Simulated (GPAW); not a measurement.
CuI (Marshite):

```
CELL_PARAMETERS angstrom
0.00000 3.03150 3.03150
3.03150 0.00000 3.03150
3.03150 3.03150 0.00000
ATOMIC_POSITIONS crystal
I 0.00000 0.00000 0.00000
Cu 0.75000 0.75000 0.75000
```

```yaml
Program: GPAW 26.7.0
Task: relaxation of cell and atoms
Functional: BLYP
Potentials_or_basis: PAW data sets generated in the run's folder for this functional
Cutoff: 600 eV
Basis: pw
k_mesh: 8 × 8 × 8
Occupations: fermi-dirac, width 0.05 eV
Spin: no spin polarisation
```

At the start: pressure 3.9 GPa; volume 27.86 Å³/atom.

Q: Where does the relaxation end?

A: Over 4 steps the energy falls by 33.4 meV/atom and the volume is 30.72 Å³/atom (+10.3 %); space group F-43m (No. 216, to 0.05 Å).

The path:
```
step  energy change (eV)  largest force (eV/Å)  pressure (GPa)  volume (Å³)
   1              0.0000                0.0000            3.90        55.72
   2             -0.0184                0.0000            3.20        56.53
   3             -0.0654                0.0000            0.37        60.82
   4             -0.0669                0.0000            0.05        61.45
```

Final structure:
```
I Cu
1.0
     0.00000    3.13198    3.13198
     3.13198    0.00000    3.13198
     3.13198    3.13198    0.00000
I Cu
1 1
Direct
  0.00000 0.00000 0.00000
  0.75000 0.75000 0.75000
```

Caveat: with this Cu data set, volumes or pressures lay over 1.5 % or 2 GPa off other programs in two to four cells of ten; later steps reuse the first step's grids; the volume moved by +10 % from the deposited cell, more than functionals usually miss.
